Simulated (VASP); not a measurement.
# PbSe in VASP: a series of runs

Runs on PbSe. Level: PBEsol. Tasks: single point, relaxation of the atoms.

Program: VASP 6.6.1. These are calculated values, not measurements. Logs are shortened: lines on timing, memory, paths and dates and some standing lists are left out, and cuts for length are marked.

## (1) Starting point

The cell holds a slab with vacuum, 4 atoms: a = 4.316 Å, b = 4.316 Å, c = 18.052 Å, α = 90.00°, β = 90.00°, γ = 90.00°.

## (2) Single point, PBEsol

The input, INCAR:

```
SYSTEM = PbSe
PREC     = Accurate       ! precision mode
ENCUT    = 520            ! plane-wave cutoff, eV
EDIFF    = 1E-7           ! SCF threshold, eV
ISMEAR   = 0              ! smearing method
SIGMA    = 0.03           ! smearing width, eV
LREAL    = .FALSE.        ! projectors in reciprocal space
LASPH    = .TRUE.         ! aspherical terms in the spheres
NELM     = 80             ! most SCF steps
ALGO     = Normal         ! electronic algorithm
ISIF     = 2              ! what is computed and relaxed
LWAVE    = .FALSE.        ! write WAVECAR
LCHARG   = .FALSE.        ! write CHGCAR
LDIPOL   = .TRUE.       
IDIPOL   = 3            
DIPOL    = 0.5 0.5 0.500
GGA      = PS             ! functional
LVHAR    = .TRUE.       
LVACPOTAV= .TRUE.       
ICORELEVEL= 1
```

The input, KPOINTS:

```
Automatic mesh
0
G
  6 6 1
  0 0 0
```

The input, POSCAR:

```
PbSe
1.0
    4.3161656500      0.0000000000      0.0000000000
    0.0000000000      4.3161656500      0.0000000000
    0.0000000000      0.0000000000     18.0519900000
Pb Se
2 2
Direct
    0.5000000000      0.5000000000      0.4154666600
    0.0000000000      0.0000000000      0.5845333400
    0.0000000000      0.0000000000      0.4154666600
    0.5000000000      0.5000000000      0.5845333400
```

Potentials or basis: VASP PAW PBE potentials, release 64 (Pb_d, Se).

On the command line:

```sh
cat potpaw_PBE.64/Pb_d/POTCAR potpaw_PBE.64/Se/POTCAR > POTCAR
mpirun -np 1 vasp_std > vasp.out
```

OUTCAR:

```text
SYSTEM = PbSe
   PREC = Accurate
   ENCUT = 520
   EDIFF = 1E-7
   ISMEAR = 0
   LREAL = .FALSE.
   LASPH = .TRUE.
   NELM = 80
   ISIF = 2
   GGA = PS

 ion  position               nearest neighbor table
   1  0.500  0.500  0.415-   3 3.05   3 3.05   3 3.05   3 3.05   4 3.05
   2  0.000  0.000  0.585-   4 3.05   4 3.05   4 3.05   4 3.05   3 3.05
   3  0.000  0.000  0.415-   1 3.05   1 3.05   1 3.05   1 3.05   2 3.05
   4  0.500  0.500  0.585-   2 3.05   2 3.05   2 3.05   2 3.05   1 3.05

  LATTYP: Found a simple tetragonal cell.
 ALAT       =     4.3161656500
 C/A-ratio  =     4.1824136198

  Lattice vectors:

 A1 = (   4.3161656500,   0.0000000000,   0.0000000000)
 A2 = (   0.0000000000,   4.3161656500,   0.0000000000)
 A3 = (   0.0000000000,   0.0000000000,  18.0519900000)

Analysis of symmetry for initial positions (statically):
=====================================================================
 Subroutine PRICEL returns:
 Original cell was already a primitive cell.

 Routine SETGRP: Setting up the symmetry group for a
 simple tetragonal supercell.

 Subroutine GETGRP returns: Found 16 space group operations
 (whereof  8 operations were pure point group operations)
 out of a pool of 16 trial point group operations.

The static configuration has the point symmetry C_4v.
 The point group associated with its full space group is D_4h.

Analysis of symmetry for dynamics (positions and initial velocities):
=====================================================================
 Subroutine PRICEL returns:
 Original cell was already a primitive cell.

 Routine SETGRP: Setting up the symmetry group for a
 simple tetragonal supercell.

 Subroutine GETGRP returns: Found 16 space group operations
 (whereof  8 operations were pure point group operations)
 out of a pool of 16 trial point group operations.

The dynamic configuration has the point symmetry C_4v.
 The point group associated with its full space group is D_4h.

 Subroutine INISYM returns: Found 16 space group operations
 (whereof  8 operations are pure point group operations),
 and found     1 'primitive' translations

----------------------------------------------------------------------------------------

                                     Primitive cell

  volume of cell :     336.2957

  direct lattice vectors                    reciprocal lattice vectors
     4.316165650  0.000000000  0.000000000     0.231687123  0.000000000  0.000000000
     0.000000000  4.316165650  0.000000000     0.000000000  0.231687123  0.000000000
     0.000000000  0.000000000 18.051990000     0.000000000  0.000000000  0.055395555

  length of vectors
     4.316165650  4.316165650 18.051990000     0.231687123  0.231687123  0.055395555

  position of ions in fractional coordinates (direct lattice)
     0.500000000  0.500000000  0.415466660
     0.000000000  0.000000000  0.584533340
     0.000000000  0.000000000  0.415466660
     0.500000000  0.500000000  0.584533340

  ion indices of the primitive-cell ions
   primitive index   ion index
                 1           1
                 2           2
                 3           3
                 4           4

----------------------------------------------------------------------------------------

 KPOINTS: Automatic mesh

Automatic generation of k-mesh.
 Grid dimensions read from file:
 generate k-points for:    6    6    1

 Generating k-lattice:

  Cartesian coordinates                     Fractional coordinates (reciprocal lattice)
     0.038614520  0.000000000  0.000000000     0.166666667  0.000000000  0.000000000
     0.000000000  0.038614520  0.000000000     0.000000000  0.166666667  0.000000000
     0.000000000  0.000000000  0.055395555     0.000000000  0.000000000  1.000000000

  Length of vectors
     0.038614520  0.038614520  0.055395555

  Shift w.r.t. Gamma in fractional coordinates (k-lattice)
     0.000000000  0.000000000  0.000000000

 Subroutine IBZKPT returns following result:
 ===========================================

 Found     10 irreducible k-points:

 Following reciprocal coordinates:
            Coordinates               Weight
  0.000000  0.000000  0.000000      1.000000
  0.166667  0.000000  0.000000      4.000000
  0.333333  0.000000  0.000000      4.000000
  0.500000  0.000000  0.000000      2.000000
  0.166667  0.166667  0.000000      4.000000
  0.333333  0.166667  0.000000      8.000000
  0.500000  0.166667  0.000000      4.000000
  0.333333  0.333333  0.000000      4.000000
  0.500000  0.333333  0.000000      4.000000
  0.500000  0.500000  0.000000      1.000000
   k-points           NKPTS =     10   k-points in BZ     NKDIM =     10   number of bands    NBANDS=     24
   number of dos      NEDOS =    301   number of ions     NIONS =      4
   total plane-waves  NPLWV = 143360
   dimension x,y,z NGX =    32 NGY =   32 NGZ =  140
   dimension x,y,z NGXF=    64 NGYF=   64 NGZF=  280
   ions per type =               2   2
[... 84 lines left out ...]
      1     -17.9330      2.00000
      2     -17.8688      2.00000
      3     -17.8339      2.00000
      4     -17.8339      2.00000
      5     -17.8110      2.00000
      6     -17.8107      2.00000
[... 16 lines left out ...]
     23       3.0113      0.00000
     24       3.1909      0.00000

 k-point     2 :       0.1667    0.0000    0.0000
  band No.  band energies     occupation
      1     -17.9210      2.00000
      2     -17.8654      2.00000
      3     -17.8354      2.00000
      4     -17.8328      2.00000
      5     -17.8154      2.00000
      6     -17.8137      2.00000
[... 16 lines left out ...]
     23       2.5837      0.00000
     24       2.9105      0.00000

 k-point     3 :       0.3333    0.0000    0.0000
  band No.  band energies     occupation
      1     -17.8952      2.00000
      2     -17.8636      2.00000
      3     -17.8369      2.00000
      4     -17.8305      2.00000
      5     -17.8253      2.00000
      6     -17.8214      2.00000
[... 16 lines left out ...]
     23       1.4520      0.00000
     24       1.4699      0.00000

 k-point     4 :       0.5000    0.0000    0.0000
  band No.  band energies     occupation
      1     -17.8732      2.00000
      2     -17.8732      2.00000
      3     -17.8338      2.00000
      4     -17.8338      2.00000
      5     -17.8278      2.00000
      6     -17.8278      2.00000
[... 16 lines left out ...]
     23       0.9832      0.00000
     24       0.9836      0.00000

 k-point     5 :       0.1667    0.1667    0.0000
  band No.  band energies     occupation
      1     -17.9119      2.00000
      2     -17.8621      2.00000
      3     -17.8377      2.00000
      4     -17.8306      2.00000
      5     -17.8226      2.00000
      6     -17.8122      2.00000
[... 16 lines left out ...]
     23       1.6681      0.00000
     24       2.3275      0.00000

 k-point     6 :       0.3333    0.1667    0.0000
  band No.  band energies     occupation
      1     -17.8925      2.00000
      2     -17.8613      2.00000
      3     -17.8404      2.00000
      4     -17.8340      2.00000
      5     -17.8277      2.00000
      6     -17.8197      2.00000
[... 16 lines left out ...]
     23       0.9341      0.00000
     24       1.7645      0.00000

 k-point     7 :       0.5000    0.1667    0.0000
  band No.  band energies     occupation
      1     -17.8736      2.00000
      2     -17.8736      2.00000
      3     -17.8401      2.00000
      4     -17.8401      2.00000
      5     -17.8263      2.00000
      6     -17.8263      2.00000
[... 16 lines left out ...]
     23       1.5993      0.00000
     24       1.5993      0.00000

 k-point     8 :       0.3333    0.3333    0.0000
  band No.  band energies     occupation
      1     -17.8919      2.00000
      2     -17.8717      2.00000
      3     -17.8445      2.00000
      4     -17.8444      2.00000
      5     -17.8290      2.00000
      6     -17.8289      2.00000
[... 16 lines left out ...]
     23       2.2989      0.00000
     24       2.7078      0.00000

 k-point     9 :       0.5000    0.3333    0.0000
  band No.  band energies     occupation
      1     -17.8900      2.00000
      2     -17.8900      2.00000
      3     -17.8462      2.00000
      4     -17.8462      2.00000
      5     -17.8323      2.00000
      6     -17.8323      2.00000
[... 16 lines left out ...]
     23       3.5514      0.00000
     24       3.5514      0.00000

 k-point    10 :       0.5000    0.5000    0.0000
  band No.  band energies     occupation
      1     -17.9039      2.00000
      2     -17.9039      2.00000
      3     -17.8479      2.00000
      4     -17.8479      2.00000
      5     -17.8336      2.00000
      6     -17.8336      2.00000
[... 16 lines left out ...]
     23       3.5339      0.00000
     24       3.5339      0.00000

------------------------ aborting loop because EDIFF is reached ----------------------------------------

  FORCE on cell =-STRESS in cart. coord.  units (eV):
  Direction    XX          YY          ZZ          XY          YZ          ZX
  --------------------------------------------------------------------------------------
  -------------------------------------------------------------------------------------
  Total       -0.9119937     -0.9119937     -3.8860283      0.0000000      0.0000000     -0.0000000
  in kB       -4.3449135     -4.3449135    -18.5137862      0.0000000      0.0000000     -0.0000000
  external PRESSURE =      -9.0678711 kB  Pullay stress =       0.0000000 kB

 VOLUME and BASIS-vectors are now :
 -----------------------------------------------------------------------------
  energy-cutoff  :      520.00
  volume of cell :      336.30
      direct lattice vectors                 reciprocal lattice vectors
     4.316165650  0.000000000  0.000000000     0.231687123  0.000000000  0.000000000
     0.000000000  4.316165650  0.000000000     0.000000000  0.231687123  0.000000000
     0.000000000  0.000000000 18.051990000     0.000000000  0.000000000  0.055395555

 POSITION                                       TOTAL-FORCE (eV/Angst)
 -----------------------------------------------------------------------------------
      2.15808      2.15808      7.50000         0.000000     -0.000000      0.727180
      0.00000      0.00000     10.55199         0.000000      0.000000     -0.727180
      0.00000      0.00000      7.50000         0.000000      0.000000      0.536037
      2.15808      2.15808     10.55199         0.000000      0.000000     -0.536037
 -----------------------------------------------------------------------------------
    total drift:                                0.000000      0.000000      0.000000

  FREE ENERGIE OF THE ION-ELECTRON SYSTEM (eV)
  ---------------------------------------------------
  free  energy   TOTEN  =       -17.1854246764 eV

  energy  without entropy=      -17.1854246764  energy(sigma->0) =      -17.18542468

 vacuum level on the upper side and lower side of the slab         3.029         3.029
```

Wall time 85 s (1 thread of Intel Xeon 6975P-C (Granite Rapids), shared host); peak memory 0.38 GiB.

What came out:

```
Free energy                            : -17.1854 eV
Largest force                          : 0.727 eV/Å
Band gap on the k mesh                 : 1.32 eV, direct
Ionisation potential of the upper face : 4.39 eV
```

Forces in eV/Å, atoms in the order of the input:
```
Pb   0.000  0.000  0.727
Pb   0.000  0.000 -0.727
Se   0.000  0.000  0.536
Se   0.000  0.000 -0.536
```

Levels at points of the mesh, in eV from the valence-band top:
```
           k point  band 17  band 18  band 19  band 20  band 21  band 22  band 23  band 24
(0.00, 0.00, 0.00)    -2.39    -1.66    -1.66    -0.69     1.70     3.79     4.37     4.55
(0.50, 0.00, 0.00)    -0.90    -0.90     0.00     0.00     1.32     1.32     2.34     2.34
(0.50, 0.50, 0.00)    -3.22    -3.22    -1.43    -1.43     2.96     2.96     4.89     4.89
```

Core levels (eV, on the scale of the bands):
```csv
atom,levels
1 Pb,"1s -88088.6, 2s -15750.1, 2p -13504.9, 3s -3778.4, 3p -3134.9, 3d -2479.9, 4s -852.9, 4p -642.1, 4d -398.5, 4f -129.5, 5s -140.7, 5p -82.4"
2 Pb,"1s -88088.6, 2s -15750.1, 2p -13504.9, 3s -3778.4, 3p -3134.9, 3d -2479.9, 4s -852.9, 4p -642.1, 4d -398.5, 4f -129.5, 5s -140.7, 5p -82.4"
3 Se,"1s -12498.1, 2s -1601.6, 2p -1408.0, 3s -208.3, 3p -147.7, 3d -47.9"
4 Se,"1s -12498.1, 2s -1601.6, 2p -1408.0, 3s -208.3, 3p -147.7, 3d -47.9"
```

Caveat: the PAW data sets were made with another functional, which shifts forces and pressure a little; spin-orbit coupling is left out, which as a rule narrows the gap of such compounds by several tenths of an eV.

## (3) Relaxation of the atoms, PBEsol

The input, INCAR:

```
ALGO = Normal
DIPOL = 0.5 0.5 0.500
EDIFF = 1E-6
EDIFFG = -0.02
ENCUT = 520
GGA = PS
IBRION = 2
IDIPOL = 3
ISIF = 2
ISMEAR = 0
LASPH = True
LCHARG = False
LDIPOL = True
LREAL = False
LWAVE = False
NELM = 80
NSW = 80
PREC = Accurate
SIGMA = 0.03
```

The input, KPOINTS:

```
k-points
0
Gamma
  6 6 1
```

POSCAR is that of step 2.

Potentials or basis: VASP PAW PBE potentials, release 64 (Pb_d, Se).

On the command line:

```sh
cat potpaw_PBE.64/Pb_d/POTCAR potpaw_PBE.64/Se/POTCAR > POTCAR
mpirun -np 1 vasp_std > vasp.out
```

Run time: 3.1 min. Hardware: 1 thread of Intel Xeon 6975P-C (Granite Rapids), shared host; peak memory 0.42 GiB.

The run converged. Its results:

| Property | Result |
| --- | --- |
| Free energy | -17.3873 eV |
| Energy gained by relaxing | 50.5 meV/atom |
| Ionic steps | 5 |
| Largest force after relaxing | 0.011 eV/Å |
| Band gap on the k mesh | 1.64 eV, direct |

Forces in eV/Å, atoms in the order of the input:
```
Pb   0.000  0.000  0.011
Pb   0.000  0.000 -0.011
Se   0.000  0.000 -0.010
Se   0.000  0.000  0.010
```

The path:
| step | energy change (eV) | largest force (eV/Å) | pressure (GPa) |
| --- | --- | --- | --- |
| 1 | 0.0000 | 0.7272 | -0.91 |
| 2 | -0.0740 | 0.6297 | -0.74 |
| 3 | -0.2011 | 0.0686 | -0.01 |
| 4 | -0.2016 | 0.0401 | 0.09 |
| 5 | -0.2019 | 0.0113 | 0.05 |

Final structure:
```cif
data_structure
_symmetry_space_group_name_H-M 'P 1'
_symmetry_Int_Tables_number 1
_cell_length_a 4.3162
_cell_length_b 4.3162
_cell_length_c 18.0520
_cell_angle_alpha 90.000
_cell_angle_beta 90.000
_cell_angle_gamma 90.000
_cell_volume 336.30
loop_
_atom_site_label
_atom_site_type_symbol
_atom_site_fract_x
_atom_site_fract_y
_atom_site_fract_z
_atom_site_occupancy
Pb1 Pb 0.50000 0.50000 0.42364 1
Pb2 Pb 0.00000 0.00000 0.57636 1
Se1 Se 0.00000 0.00000 0.42149 1
Se2 Se 0.50000 0.50000 0.57851 1
```

Levels at points of the mesh, in eV from the valence-band top:
```tsv
k point	band 17	band 18	band 19	band 20	band 21	band 22	band 23	band 24
(0.00, 0.00, 0.00)	-2.50	-1.43	-1.43	-0.41	2.08	4.21	4.48	5.11
(0.50, 0.00, 0.00)	-0.91	-0.91	0.00	0.00	1.64	1.64	2.54	2.54
(0.50, 0.50, 0.00)	-2.94	-2.94	-1.42	-1.42	3.80	3.80	5.14	5.14
```

Caveat: the PAW data sets were made with another functional, which shifts forces and pressure a little; spin-orbit coupling is left out, which as a rule narrows the gap of such compounds by several tenths of an eV.

## (4) Single point, PBEsol

The input, INCAR:

```
SYSTEM = PbSe
PREC     = Accurate       ! precision mode
ENCUT    = 520            ! plane-wave cutoff, eV
EDIFF    = 1E-7           ! SCF threshold, eV
ISMEAR   = 0              ! smearing method
SIGMA    = 0.03           ! smearing width, eV
LREAL    = .FALSE.        ! projectors in reciprocal space
LASPH    = .TRUE.         ! aspherical terms in the spheres
NELM     = 80             ! most SCF steps
ALGO     = Normal         ! electronic algorithm
ISIF     = 2              ! what is computed and relaxed
LWAVE    = .FALSE.        ! write WAVECAR
LCHARG   = .FALSE.        ! write CHGCAR
LDIPOL   = .TRUE.       
IDIPOL   = 3            
DIPOL    = 0.5 0.5 0.500
GGA      = PS             ! functional
LVHAR    = .TRUE.       
LVACPOTAV= .TRUE.       
ICORELEVEL= 1
```

The input, KPOINTS:

```
Automatic mesh
0
G
  6 6 1
  0 0 0
```

The input, POSCAR:

```
PbSe                                    
1.0
    4.3161656500      0.0000000000      0.0000000000
    0.0000000000      4.3161656500      0.0000000000
    0.0000000000      0.0000000000     18.0519900000
  Pb              Se            
     2     2
Direct
     0.5000000000000000    0.5000000000000000    0.4236441017636433
     0.0000000000000000    0.0000000000000000    0.5763558982363568
     0.0000000000000000    0.0000000000000000    0.4214946148913293
     0.5000000000000000    0.5000000000000000    0.5785053851086707
```

On the command line:

```sh
cat potpaw_PBE.64/Pb_d/POTCAR potpaw_PBE.64/Se/POTCAR > POTCAR
mpirun -np 1 vasp_std > vasp.out
```

Wall time 71 s (1 thread of Intel Xeon 6975P-C (Granite Rapids), shared host); peak memory 0.37 GiB.

The run converged. Its results:

* Free energy: -17.3873 eV
* Largest force: 0.011 eV/Å
* Band gap on the k mesh: 1.64 eV, direct
* Ionisation potential of the upper face: 4.66 eV

Forces on the atoms (eV/Å):
```
Pb   0.000  0.000  0.010
Pb   0.000  0.000 -0.010
Se   0.000  0.000 -0.011
Se   0.000  0.000  0.011
```

Levels at points of the mesh, in eV from the valence-band top:
```csv
k point,band 16,band 17,band 18,band 19,band 20,band 21,band 22,band 23,band 24
"(0.00, 0.00, 0.00)",-2.50,-2.50,-1.43,-1.43,-0.41,2.08,4.20,4.48,5.09
"(0.50, 0.00, 0.00)",-1.82,-0.92,-0.92,0.00,0.00,1.64,1.64,2.54,2.54
"(0.50, 0.50, 0.00)",-4.25,-2.94,-2.94,-1.42,-1.42,3.80,3.80,5.14,5.14
```

Core levels (eV, on the scale of the bands):
| atom | levels |
| --- | --- |
| 1 Pb | 1s -88088.5, 2s -15750.0, 2p -13504.8, 3s -3778.3, 3p -3134.8, 3d -2479.9, 4s -852.8, 4p -642.0, 4d -398.4, 4f -129.4, 5s -140.6, 5p -82.3 |
| 2 Pb | 1s -88088.5, 2s -15750.0, 2p -13504.8, 3s -3778.3, 3p -3134.8, 3d -2479.9, 4s -852.8, 4p -642.0, 4d -398.4, 4f -129.4, 5s -140.6, 5p -82.3 |
| 3 Se | 1s -12498.2, 2s -1601.7, 2p -1408.1, 3s -208.4, 3p -147.9, 3d -48.1 |
| 4 Se | 1s -12498.2, 2s -1601.7, 2p -1408.1, 3s -208.4, 3p -147.9, 3d -48.1 |

Caveat: the PAW data sets were made with another functional, which shifts forces and pressure a little; spin-orbit coupling is left out, which as a rule narrows the gap of such compounds by several tenths of an eV.
